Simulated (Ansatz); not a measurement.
# O on Ni(110): change of the work function, part 2 of 6

How does O on the hollow site change the work function of Ni(110) as the layer fills?

Ansatz 0.2.0; plane-wave DFT, PBE, Ansatz PAW.

So far, work function, upper face (eV): step 2 (the clean slab) 4.57.

## 3. The covered slab, k-mesh 5×6×1, coverage 0.25 ML

System of this step: Ni20O (O/Ni(110)). The cell holds 21 atoms: 20 Ni and 1 O. Its edges and angles: a = 7.040 Å, b = 4.978 Å, c = 23.361 Å, α = 90.0°, β = 90.0°, γ = 90.0°. Vacuum lies along c.

The clean slab as it ended is repeated in the plane and the adsorbate is set on one face; the cell's size fixes the coverage, and the k-mesh shrinks with it to keep the sampling density about even. Adsorbate and upper layers relax, since the dipole depends on the height.

Input file input.yaml:

```yaml
crystal:
  lattice:
    - [7.04, 0.0, 0.0]
    - [0.0, 4.9780317396, 0.0]
    - [0.0, 0.0, 23.3614697668]
  atoms:
    - { symbol: Ni, position: [0.0, 0.0, 0.3852497334], spin: 0.8 }
    - { symbol: Ni, position: [0.25, 0.25, 0.43852155], spin: 0.69 }
    - { symbol: Ni, position: [0.0, 0.0, 0.4904099325], spin: 0.72 }
    - { symbol: Ni, position: [0.25, 0.25, 0.5465702052], spin: 0.69 }
    - { symbol: Ni, position: [0.0, 0.0, 0.5933475036], spin: 0.8 }
    - { symbol: Ni, position: [0.0, 0.5, 0.3852497334], spin: 0.8 }
    - { symbol: Ni, position: [0.25, 0.75, 0.43852155], spin: 0.69 }
    - { symbol: Ni, position: [0.0, 0.5, 0.4904099325], spin: 0.72 }
    - { symbol: Ni, position: [0.25, 0.75, 0.5465702052], spin: 0.69 }
    - { symbol: Ni, position: [0.0, 0.5, 0.5933475036], spin: 0.8 }
    - { symbol: Ni, position: [0.5, 0.0, 0.3852497334], spin: 0.8 }
    - { symbol: Ni, position: [0.75, 0.25, 0.43852155], spin: 0.69 }
    - { symbol: Ni, position: [0.5, 0.0, 0.4904099325], spin: 0.72 }
    - { symbol: Ni, position: [0.75, 0.25, 0.5465702052], spin: 0.69 }
    - { symbol: Ni, position: [0.5, 0.0, 0.5933475036], spin: 0.8 }
    - { symbol: Ni, position: [0.5, 0.5, 0.3852497334], spin: 0.8 }
    - { symbol: Ni, position: [0.75, 0.75, 0.43852155], spin: 0.69 }
    - { symbol: Ni, position: [0.5, 0.5, 0.4904099325], spin: 0.72 }
    - { symbol: Ni, position: [0.75, 0.75, 0.5465702052], spin: 0.69 }
    - { symbol: Ni, position: [0.5, 0.5, 0.5933475036], spin: 0.8 }
    - { symbol: O, position: [0.25, 0.25, 0.6147502666] }
magnetization:
  spin_polarized: true
kpoints:
  mp_grid: { grid: [5, 6, 1] }
hamiltonian:
  xc: pbe
scf:
  occupations: { method: fermi_dirac, width: 0.1 }
  convergence: { dr2_threshold: 1.0e-08 }
efield:
  axis: 3
  dipole_correction: true
  ramp_position: 0.97
  ramp_width: 0.06
relax:
  f_tol: 0.02
  max_steps: 60
  constraints: [{ sites: [0, 1, 5, 6, 10, 11, 15, 16] }]
output:
  bader: true
  dos: { projected: true, e_range: [-8, 4] }
  write_potential: true
  write_density: true
  volumetric_format: npy
  elf: true
```

Started as:

```sh
$ ansatz run input.yaml --threads 4 --pin off --max-ram 12288MiB --backend cpu --events-out ev --progress --plain --runs-dir out
```

Numbers of over 12 decimals in the logs are rounded to 6 here.

The program printed:

```text
[...]
Crystal: 21 atoms, lattice volume = 818.711 Å³
Basis set: ecut = 420 eV, 16085 PW (Γ), exchange–correlation on 96×72×320 points (8 copies of the dense FFT grid, shifted against one another)
Bands: 229, of which v1, the nominal top of the filled ones, is band 183 counted from 1 (182 counted from 0)
Symmetry: 4 space group operations
k-points: 12 of 30
[...]
Starting moments: Σ|m| = 14.8 μB on 20 of 21 sites
[...]
SCF iter   1: F=—  HF=-117331.990213 eV  |F-HF|=—  |Δ(HF+E_count)|=         —  Δρ=2.72e-2 (↑2.03e-2 ↓2.72e-2)  dr2=2.37e1  dr2_m=1.38e0  M=15.770 μB ∫|m|=16.483 μB  β_m=1.00  ethr=3.10e-3  p=0.000 e·Å  D=1.84e-6 V/Å  ΔV_dip=-0.00 eV  dr2_dipole=7.15e-2  V_vac-E_F(+/−)=7.04/7.04 eV  ⟨swp⟩=11.2  Hψ=30115  notcnv=0  defer=343
[...]
SCF iter  19: F=-117350.813331 eV  HF=-117350.813331 eV  |F-HF|=8.15e-10  |Δ(HF+E_count)|=   3.70e-9  Δρ=3.74e-7 (↑1.67e-7 ↓3.74e-7)  dr2=2.84e-9  dr2_m=1.36e-10  M=13.650 μB ∫|m|=15.281 μB  ethr=1.41e-12  p=-0.032 e·Å  D=-7.11e-3 V/Å  ΔV_dip=0.17 eV  dr2_dipole=2.34e-10  V_vac-E_F(+/−)=4.67/4.50 eV  ⟨swp⟩=15.1  Hψ=44015  notcnv=0
SCF 1 converged in 19 iterations: F = -117350.813331 eV  dr2 = 2.84e-9
[...]
relax step   1: F+E_penalty+E_count = -117350.81333075 eV  Δ(F+E_penalty+E_count) = +0.000e0 eV  max|allowed force component| = 6.236e0 eV/Å  Δτ_max = 0.0000 Å  (19 SCF iters, accepted)
[...]
SCF iter  13: F=-117351.182084 eV  HF=-117351.182084 eV  |F-HF|=1.80e-9  |Δ(HF+E_count)|=   1.19e-7  Δρ=6.58e-7 (↑3.83e-7 ↓6.58e-7)  dr2=7.31e-9  dr2_m=6.30e-10  M=13.937 μB ∫|m|=15.601 μB  ethr=1.00e-12  p=-0.043 e·Å  D=-9.47e-3 V/Å  ΔV_dip=0.22 eV  dr2_dipole=2.57e-10  V_vac-E_F(+/−)=4.72/4.50 eV  ⟨swp⟩=11.7  Hψ=40822  notcnv=0
SCF 2 converged in 13 iterations: F = -117351.182084 eV  dr2 = 7.31e-9
[...]
relax step   2: F+E_penalty+E_count = -117351.18208442 eV  Δ(F+E_penalty+E_count) = -3.688e-1 eV  max|allowed force component| = 3.872e0 eV/Å  Δτ_max = 0.0575 Å  (13 SCF iters, accepted)
SCF iter   1: F=—  HF=-117351.568196 eV  |F-HF|=—  |Δ(HF+E_count)|=         —  Δρ=5.03e-3 (↑5.03e-3 ↓3.54e-3)  dr2=3.60e-1  dr2_m=3.92e-2  M=14.267 μB ∫|m|=15.950 μB  β_m=1.00  ethr=2.08e-3  p=-0.043 e·Å  D=-9.47e-3 V/Å  ΔV_dip=0.22 eV  dr2_dipole=2.71e-2  V_vac-E_F(+/−)=4.74/4.52 eV  ⟨swp⟩=4.0  Hψ=11781  notcnv=0  defer=524
[...]
SCF iter  13: F=-117351.523157 eV  HF=-117351.523157 eV  |F-HF|=2.05e-8  |Δ(HF+E_count)|=   5.26e-8  Δρ=8.47e-7 (↑4.35e-7 ↓8.47e-7)  dr2=5.55e-9  dr2_m=1.28e-9  M=14.296 μB ∫|m|=16.015 μB  ethr=1.75e-12  p=-0.058 e·Å  D=-1.28e-2 V/Å  ΔV_dip=0.30 eV  dr2_dipole=4.41e-12  V_vac-E_F(+/−)=4.80/4.50 eV  ⟨swp⟩=11.5  Hψ=39942  notcnv=0
SCF 3 converged in 13 iterations: F = -117351.523157 eV  dr2 = 5.55e-9
[...]
relax step   3: F+E_penalty+E_count = -117351.52315656 eV  Δ(F+E_penalty+E_count) = -3.411e-1 eV  max|allowed force component| = 1.331e0 eV/Å  Δτ_max = 0.0705 Å  (13 SCF iters, accepted)
[...]
relax step   4: F+E_penalty+E_count = -117351.60861653 eV  Δ(F+E_penalty+E_count) = -8.546e-2 eV  max|allowed force component| = 6.721e-1 eV/Å  Δτ_max = 0.1206 Å  (14 SCF iters, accepted)
[...]
relax step   5: F+E_penalty+E_count = -117351.62919004 eV  Δ(F+E_penalty+E_count) = -2.057e-2 eV  max|allowed force component| = 6.121e-2 eV/Å  Δτ_max = 0.0424 Å  (13 SCF iters, accepted)
SCF iter   1: F=—  HF=-117351.629348 eV  |F-HF|=—  |Δ(HF+E_count)|=         —  Δρ=2.31e-4 (↑2.10e-4 ↓2.31e-4)  dr2=1.38e-3  dr2_m=1.22e-4  M=14.406 μB ∫|m|=16.155 μB  β_m=1.00  ethr=2.97e-6  p=-0.059 e·Å  D=-1.31e-2 V/Å  ΔV_dip=0.31 eV  dr2_dipole=2.79e-4  V_vac-E_F(+/−)=4.82/4.51 eV  ⟨swp⟩=2.7  Hψ=9852  notcnv=0  defer=540
[...]
SCF iter  12: F=-117351.629491 eV  HF=-117351.629491 eV  |F-HF|=3.39e-9  |Δ(HF+E_count)|=   2.65e-9  Δρ=1.92e-7 (↑1.12e-7 ↓1.92e-7)  dr2=4.68e-10  dr2_m=9.12e-11  M=14.413 μB ∫|m|=16.164 μB  ethr=1.00e-12  p=-0.060 e·Å  D=-1.33e-2 V/Å  ΔV_dip=0.31 eV  dr2_dipole=3.54e-11  V_vac-E_F(+/−)=4.82/4.51 eV  ⟨swp⟩=9.2  Hψ=36979  notcnv=0
SCF 6 converged in 12 iterations: F = -117351.629491 eV  dr2 = 4.68e-10
relax step   6: F+E_penalty+E_count = -117351.62949058 eV  Δ(F+E_penalty+E_count) = -3.005e-4 eV  max|allowed force component| = 5.206e-3 eV/Å  Δτ_max = 0.0074 Å  (12 SCF iters, accepted)
NSCF: frozen V_eff on 12 k-points
[...]
SCF converged after 12 iterations
Magnetization: 14.4131 μB (190.2065 up, 175.7935 down)
Absolute magnetization: 16.1777 μB (∫|ρ↑−ρ↓|, with the PAW one-centre terms)
[...]
Per-site moments (μB) at R_I (Å): [(0.805561, 1.021878), (0.687608, 0.972841), (0.734829, 1.006714), (0.682887, 0.789101), (0.776564, 0.879765), (0.805561, 1.021878), (0.680476, 0.987508), (0.734829, 1.006714), (0.740675, 0.987508), (0.776564, 0.879765), (0.805561, 1.021878), (0.709677, 1.008829), (0.734829, 1.006714), (0.754196, 1.027281), (0.776564, 0.879765), (0.805561, 1.021878), (0.713699, 1.006714), (0.734829, 1.006714), (0.595771, 1.016932), (0.776564, 0.879765), (0.153909, 0.789101)]
Free energy (F): -117351.629491 eV
[...]
Internal energy: -117350.391446 eV  (E = F + TS)
E sigma→0 (E₀):  -117351.010468 eV
Entropy (-TS):   -1.238044 eV (-58.954 meV/atom)
Fermi energy:    1.571881 eV
Dipole field:    D = -0.013270 V/Å  (p = -0.060039 e·Å, saw-weighted, corrected)
Work function:   Φ+ = 4.8177 eV   Φ− = 4.5077 eV
[...]
--- Forces (eV/Å), atoms counted from 1 ---
  atom   1  Ni     0.01918282     0.00743959     0.63503888
  atom   2  Ni     0.00000000     0.00000000    -0.79018067
  atom   3  Ni     0.00129566    -0.00238142     0.00079104
  atom   4  Ni     0.00000000     0.00000000     0.00303464
  atom   5  Ni     0.00421388     0.00318365    -0.00087492
  atom   6  Ni     0.01918282    -0.00743959     0.63503888
  atom   7  Ni     0.00000000     0.00000000    -0.74912494
  atom   8  Ni     0.00129566     0.00238142     0.00079104
  atom   9  Ni     0.00000000     0.00000000    -0.00424257
  atom  10  Ni     0.00421388    -0.00318365    -0.00087492
  atom  11  Ni    -0.01918282     0.00743959     0.63503888
  atom  12  Ni     0.00000000     0.00000000    -0.58180318
  atom  13  Ni    -0.00129566    -0.00238142     0.00079104
  atom  14  Ni     0.00000000     0.00000000     0.00273923
  atom  15  Ni    -0.00421388     0.00318365    -0.00087492
  atom  16  Ni    -0.01918282    -0.00743959     0.63503888
  atom  17  Ni     0.00000000     0.00000000    -0.41651500
  atom  18  Ni    -0.00129566     0.00238142     0.00079104
  atom  19  Ni     0.00000000     0.00000000    -0.00520633
  atom  20  Ni    -0.00421388    -0.00318365    -0.00087492
  atom  21  O      0.00000000     0.00000000     0.00148884
  max |Σ_I F_I| component: 1.00e-5 eV/Å
--- Band table (eV; the first three rows and the last of 24) ---
  k-point 0 ↑: bands = [... 179 lower, 0.9213, 0.9272, 0.9291, 0.9512, 0.9855, 0.9948, 1.0076, 1.0319, ... 42 higher]
  k-point 1 ↑: bands = [... 179 lower, 0.8652, 0.8830, 0.8878, 0.9263, 0.9300, 0.9994, 1.0169, 1.0858, ... 42 higher]
  k-point 2 ↑: bands = [... 179 lower, 0.7636, 0.8007, 0.8387, 0.8493, 0.8498, 0.9724, 0.9860, 1.0197, ... 42 higher]
  k-point 11 ↓: bands = [... 179 lower, 1.6450, 1.6785, 1.7105, 1.7114, 1.7511, 1.7650, 1.7810, 1.7872, ... 42 higher]
--- Relaxed structure (6 steps of the walk, 6 accepted, 0 SCFs on fresh bases) ---
  F+E_penalty+E_count = -117351.62949058 eV   max|allowed force component| = 5.206e-3 eV/Å
  atoms:
    - { symbol: Ni, position: [0.0, 0.0, 0.3852497334] }
    - { symbol: Ni, position: [0.25, 0.25, 0.43852155] }
    - { symbol: Ni, position: [-0.00803406, -0.00101099, 0.491263] }
    - { symbol: Ni, position: [0.25, 0.25, 0.539474] }
    - { symbol: Ni, position: [0.018205, 0.000591521, 0.596243] }
    - { symbol: Ni, position: [0.0, 0.5, 0.3852497334] }
    - { symbol: Ni, position: [0.25, 0.750000, 0.43852155] }
    - { symbol: Ni, position: [-0.00803406, 0.501011, 0.491263] }
    - { symbol: Ni, position: [0.25, 0.750000, 0.540996] }
    - { symbol: Ni, position: [0.018205, 0.499408, 0.596243] }
    - { symbol: Ni, position: [0.5, 0.0, 0.3852497334] }
    - { symbol: Ni, position: [0.750000, 0.25, 0.43852155] }
    - { symbol: Ni, position: [0.508034, -0.00101099, 0.491263] }
    - { symbol: Ni, position: [0.750000, 0.25, 0.550855] }
    - { symbol: Ni, position: [0.481795, 0.000591521, 0.596243] }
    - { symbol: Ni, position: [0.5, 0.5, 0.3852497334] }
    - { symbol: Ni, position: [0.750000, 0.750000, 0.43852155] }
    - { symbol: Ni, position: [0.508034, 0.501011, 0.491263] }
    - { symbol: Ni, position: [0.750000, 0.750000, 0.554381] }
    - { symbol: Ni, position: [0.481795, 0.499408, 0.596243] }
    - { symbol: O, position: [0.25, 0.25, 0.621360] }
--- Bader charges: 21 sites ---
  site symbol  charge [e]  shift [e]    m [muB]
     0     Ni      0.0093     0.0002     0.7962
     1     Ni     -0.0254     0.0002     0.6438
     2     Ni      0.0315     0.0001     0.6959
     3     Ni      0.1867     0.0026     0.6584
     4     Ni      0.1892     0.0003     0.7631
     5     Ni      0.0093     0.0002     0.7962
     6     Ni     -0.0133     0.0002     0.6348
     7     Ni      0.0315     0.0001     0.6959
     8     Ni     -0.0054     0.0002     0.6937
     9     Ni      0.1892     0.0003     0.7631
    10     Ni      0.0093     0.0002     0.7962
    11     Ni     -0.0314     0.0002     0.6631
    12     Ni      0.0315     0.0001     0.6959
    13     Ni      0.0012     0.0005     0.7077
    14     Ni      0.1892     0.0003     0.7631
    15     Ni      0.0092     0.0002     0.7962
    16     Ni     -0.0234     0.0003     0.6662
    17     Ni      0.0315     0.0001     0.6959
    18     Ni     -0.0353     0.0001     0.5580
    19     Ni      0.1892     0.0003     0.7631
    20      O     -0.9736     0.0027     0.1662
  estimated error of the sums over rays = 5.8e-4 e
```

The job ended after 30 min (4 threads of Arm Neoverse V1, shared host; peak memory 6.2 GiB; 2 h of CPU time).

The steps of the relaxation:

```tsv
step	energy less that of the first step (eV)	largest force component (eV/Å)
1	0.0000	6.2358
2	-0.3688	3.8722
3	-0.7098	1.3308
4	-0.7953	0.6721
5	-0.8159	0.0612
6	-0.8162	0.0052
```

Forces are held to the 4 operations that the run works with; a distortion that breaks them can't arise in this run.

The atoms that moved most (Å):

```tsv
atom	dx	dy	dz	length
Ni19	0.000	0.000	0.182	0.182
Ni4	0.000	0.000	-0.166	0.166
O21	0.000	0.000	0.154	0.154
Ni5	0.128	0.003	0.068	0.145
Ni15	-0.128	0.003	0.068	0.145
Ni20	-0.128	-0.003	0.068	0.145
Ni10	0.128	-0.003	0.068	0.145
Ni9	0.000	0.000	-0.130	0.130
```

Final coordinates:

```cif
data_structure
_symmetry_space_group_name_H-M 'P 1'
_symmetry_Int_Tables_number 1
_cell_length_a 7.0400
_cell_length_b 4.9780
_cell_length_c 23.3615
_cell_angle_alpha 90.000
_cell_angle_beta 90.000
_cell_angle_gamma 90.000
_cell_volume 818.71
loop_
_atom_site_label
_atom_site_type_symbol
_atom_site_fract_x
_atom_site_fract_y
_atom_site_fract_z
_atom_site_occupancy
Ni1 Ni 0.00000 0.00000 0.38525 1
Ni2 Ni 0.25000 0.25000 0.43852 1
Ni3 Ni 0.99197 0.99899 0.49126 1
Ni4 Ni 0.25000 0.25000 0.53947 1
Ni5 Ni 0.01820 0.00059 0.59624 1
Ni6 Ni 0.00000 0.50000 0.38525 1
Ni7 Ni 0.25000 0.75000 0.43852 1
Ni8 Ni 0.99197 0.50101 0.49126 1
Ni9 Ni 0.25000 0.75000 0.54100 1
Ni10 Ni 0.01820 0.49941 0.59624 1
Ni11 Ni 0.50000 0.00000 0.38525 1
Ni12 Ni 0.75000 0.25000 0.43852 1
Ni13 Ni 0.50803 0.99899 0.49126 1
Ni14 Ni 0.75000 0.25000 0.55086 1
Ni15 Ni 0.48180 0.00059 0.59624 1
Ni16 Ni 0.50000 0.50000 0.38525 1
Ni17 Ni 0.75000 0.75000 0.43852 1
Ni18 Ni 0.50803 0.50101 0.49126 1
Ni19 Ni 0.75000 0.75000 0.55438 1
Ni20 Ni 0.48180 0.49941 0.59624 1
O21 O 0.25000 0.25000 0.62136 1
```

Numbers from this step:

| Quantity | Value |
| --- | --- |
| energy at zero smearing | -117351.0105 eV |
| total moment | 14.41 μB |
| work function, upper face | 4.818 eV |
| work function, lower face | 4.508 eV |
| dipole along the normal | -0.06004 e·Å |
| step between the vacuum levels | 0.3100 eV |

Running mean over 1.245 Å of the planar mean; the ramp of the sawtooth is left out. Table of electron's electrostatic potential energy less the Fermi level by z:

```tsv
z (Å)	electron's electrostatic potential energy less the Fermi level (eV)
3	4.51
4	4.51
5	4.51
6	4.49
7	4.25
8	0.863
9	-8.96
10	-10.3
11	-10.5
12	-9.98
13	-10.8
14	-10.1
15	0.736
16	4.60
17	4.80
18	4.82
19	4.82
20	4.82
```

The density of states has structure finer than the step of the table below, so its rows give means over 0.25 eV, whole bins alone (the curve runs from -8 to 1.98 eV). Peaks (eV: height): total -2.530: 60.6, -2.170: 73.3, -1.530: 79.9, -1.380: 69.6, -1.320: 72.3, -0.960: 64.4, -0.750: 89.7; up -2.530: 35.3, -2.170: 55.2, -2.080: 34.0, -1.530: 51.6, -1.170: 39.1, -0.900: 53.0, -0.750: 63.9; down -1.860: 42.6, -1.320: 38.2, -0.630: 36.1, -0.180: 36.1, -0.090: 38.3, 0.180: 39.9, 0.270: 37.9.

Table of density of states by energy, zero at the Fermi level; means over each step; values in states/eV a cell:

```tsv
energy (eV)	total	up	down
-7.75	1.93	0.989	0.942
-7.50	1.25	0.637	0.611
-7.25	1.58	0.794	0.790
-7.00	1.83	0.942	0.893
-6.75	2.17	1.16	1.01
-6.50	2.99	1.66	1.33
-6.25	4.41	2.80	1.61
-6.00	6.13	2.49	3.63
-5.75	7.42	3.86	3.56
-5.50	6.20	4.40	1.81
-5.25	7.62	3.55	4.06
-5.00	6.80	3.73	3.08
-4.75	8.18	4.27	3.91
-4.50	10.6	7.04	3.60
-4.25	13.0	8.73	4.29
-4.00	21.1	13.8	7.23
-3.75	23.3	15.4	7.92
-3.50	28.6	18.3	10.3
-3.25	25.7	13.1	12.6
-3.00	40.0	22.0	18.0
-2.75	38.8	25.5	13.3
-2.50	40.6	25.5	15.1
-2.25	56.7	33.6	23.1
-2.00	49.0	25.8	23.1
-1.75	47.4	21.7	25.6
-1.50	62.2	32.7	29.4
-1.25	57.9	32.4	25.6
-1.00	58.7	36.9	21.9
-0.75	75.9	47.4	28.6
-0.50	46.0	15.4	30.6
-0.25	37.5	6.91	30.6
0.00	37.9	3.76	34.2
0.25	34.6	3.13	31.4
0.50	13.1	3.52	9.56
0.75	6.61	2.40	4.22
1.00	8.32	3.77	4.55
1.25	6.06	2.99	3.07
1.50	7.57	3.70	3.87
1.75	6.92	3.15	3.78
```

Projected DOS per atom over height of the atomic layer and energy from the Fermi level. Layers: Ni4 Ni4 Ni4 Ni4 Ni4 O from below.

Ten even steps from '_' (0.02 states/eV) to '@' (4.06 states/eV), each cell a mean:
```
____________
____________
____________
::::::::::..
++==--==++__
##++++++**..
@@****##%%__
%%**##**%%__
**++==++**__
++**++****..
==++==++==__
::====--::__
..--==--..__
..::--::__..
__......__..
__________==
__________==
__________==
__________..
____________
____________
____________
```
Columns: height of the atomic layer (Å) from 9 to 14.5 (not evenly spaced); rows upwards: energy from the Fermi level (eV) from -7.96 to 1.95.

Projected DOS per atom, spin up over height of the atomic layer and energy from the Fermi level. Layers: Ni4 Ni4 Ni4 Ni4 Ni4 O from below.

Ten even steps from '0' (0.01 states/eV) to '9' (2.39 states/eV), each cell a mean:
```
000000
000000
000000
000000
000000
444431
976790
956470
643450
666560
554550
243320
144320
123200
011101
000002
000004
000004
000002
000000
000000
000000
```
Columns: height of the atomic layer (Å) from 9 to 14.5 (not evenly spaced); rows upwards: energy from the Fermi level (eV) from -7.96 to 1.95.

Projected DOS per atom, spin down over height of the atomic layer and energy from the Fermi level. Layers: Ni4 Ni4 Ni4 Ni4 Ni4 O from below.

Ten even steps from '0' (0.01 states/eV) to '9' (2.09 states/eV), each cell a mean:
```
000000
000000
000000
434341
975790
956570
744460
667670
554550
353540
243310
134320
123200
011101
000002
000004
000004
000004
000001
000000
000000
000000
```
Columns: height of the atomic layer (Å) from 9 to 14.5 (not evenly spaced); rows upwards: energy from the Fermi level (eV) from -7.96 to 1.95.

Site moment by atom:

```tsv
atom	site moment (μB)
Ni1	0.806
Ni2	0.688
Ni3	0.735
Ni4	0.683
Ni5	0.777
Ni6	0.806
Ni7	0.680
Ni8	0.735
Ni9	0.741
Ni10	0.777
Ni11	0.806
Ni12	0.710
Ni13	0.735
Ni14	0.754
Ni15	0.777
Ni16	0.806
Ni17	0.714
Ni18	0.735
Ni19	0.596
Ni20	0.777
O21	0.154
```

Spin density in the ca plane at fractional y = 0.250, with atoms of Ni and O within 0.2 Å of it.

Ten even steps from '0' (0.0 e/Å³) to '9' (2.2 e/Å³), each cell a mean:
```
00000000000000000000000000000000000000000000
00000000000000000000000000000000000000000000
00000000000000000000000000000000000000000000
00000000001410000142000000000000000000000000
00000000003930000295000000000000000000000000
00000000001310000132000000000000000000000000
00000000000000000000000000000000000000000000
00000000000000000000000000000000000000000000
00000000000000000000000000000000000000000000
00000000000000000000000000000000000000000000
00000000000000000000000000000000000000000000
00000000000000000000000000000000000000000000
00000000000100000110000000000000000000000000
00000000003720001651001000000000000000000000
00000000003720001651001000000000000000000000
00000000000100000100000000000000000000000000
00000000000000000000000000000000000000000000
00000000000000000000000000000000000000000000
00000000000000000000000000000000000000000000
```
Columns run along c (16.0 Å, from fractional 0.27 to 0.95 of the cell), rows up along a (7.0 Å). Atoms in or near the plane, at fractional coordinates: Ni at (0.44, 0.25), Ni at (0.54, 0.25), Ni at (0.44, 0.75), Ni at (0.55, 0.75), O at (0.62, 0.25).

Valence density in the ca plane at fractional y = 0.250, with atoms of Ni and O within 0.2 Å of it. It is the smooth field of the valence electrons, not physical close to the nuclei.

Values in e/Å³, 10 rows by 16 columns, each cell a mean:
```
 0  0  0  0  0  0  0  0  0  0  0  0  0  0  0  0
 0  0  0  2  4  0  4  1  0  0  0  0  0  0  0  0
 0  0  0  6 18  0 20  5  0  0  0  0  0  0  0  0
 0  0  0  1  1  0  1  1  0  0  0  0  0  0  0  0
 0  0  0  0  0  0  0  0  0  0  0  0  0  0  0  0
 0  0  0  0  0  0  0  0  0  0  0  0  0  0  0  0
 0  0  0  2  4  0  5  1  2  0  0  0  0  0  0  0
 0  0  0  6 18  1 23  2  5  0  0  0  0  0  0  0
 0  0  0  1  1  0  2  0  1  0  0  0  0  0  0  0
 0  0  0  0  0  0  0  0  0  0  0  0  0  0  0  0
```
Columns run along c (16.0 Å, from fractional 0.27 to 0.95 of the cell), rows up along a (7.0 Å). Atoms in or near the plane, at fractional coordinates: Ni at (0.44, 0.25), Ni at (0.54, 0.25), Ni at (0.44, 0.75), Ni at (0.55, 0.75), O at (0.62, 0.25).

[end of part 2 of 6]

[Logs are printed without paths, hosts, clocks, repeated set-up lines and the standing remarks that a program may print on its own settings, such as how far it seeks lower states.]

[Hosts, paths, dates, database ids (printed as entryN), source tags and the programs' standing remarks are cut or masked in the printed files.]

[Maps of the electrostatic potential energy from Ansatz leave out the sawtooth potential of an applied field or a dipole correction, so their vacuum need not be flat; planar profiles and work functions include it.]

[The density of states shown here was stored with 400 of the rows of the run's finer table, so its peaks can read low, often by over a quarter, or be missed, and its means over a window can be off by a tenth or more.]
